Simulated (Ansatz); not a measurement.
Bi2Se3, DFT, PBE, PAW with Ansatz's default frozen-core files, scalar-relativistic (Ansatz 0.2.0), run on 2 threads of Intel(R) Xeon(R) 6975P-C (Granite Rapids) on a shared host.

The cell is COD entry 9011965, as deposited and not checked against the literature; nothing was relaxed. The listed cell was then made from it by scaling, straining or moving an atom.

Command: `ansatz run input.yaml --threads 2 --pin off --max-ram 6144MiB --backend cpu --events-out ev --progress --plain --runs-dir out`

```yaml
crystal:
  lattice:
    - [1.9103796366, 1.0217282372, 9.4963178004]
    - [-2.232618957, 1.083873216, 9.5584627793]
    - [-0.1073005297, -2.5351413033, 9.5812094203]
  atoms:
    - { symbol: Bi, position: [0.4008, 0.4008, 0.4008] }
    - { symbol: Bi, position: [0.5992, 0.5992, 0.5992] }
    - { symbol: Se, position: [0.0, 0.0, 0.0] }
    - { symbol: Se, position: [0.2117, 0.2117, 0.2117] }
    - { symbol: Se, position: [0.7883, 0.7883, 0.7883] }
kpoints:
  mp_grid: { grid: [6, 6, 6] }
scf:
  occupations: { method: fermi_dirac, width: 0.03 }
hamiltonian:
  xc: pbe
  pseudopotentials: { kind: paw }
output:
  forces: true
  stress: true
  eigenvalues: true
  efg: { contact_densities: true }
  write_density: true
  write_potential: true
  elf: true
  volumetric_format: npy
```

(1) How large is the problem that the program sets up?

(2) About how long does it take, and how much memory does it use?

(3) And the same cell and mesh by crystal-made all-electron datasets, asked for forces, stress, eigenvalues, efg, on the same hardware?

## Answers

(1) 112 irreducible k-points, 2743 plane waves at Γ, 47 bands.

(2) 16 s of wall time for 7 SCF iterations, with a peak of 0.87 GiB. Times on shared machines scatter by tens of per cent.

(3) 17 s, peak memory 1.3 GiB.
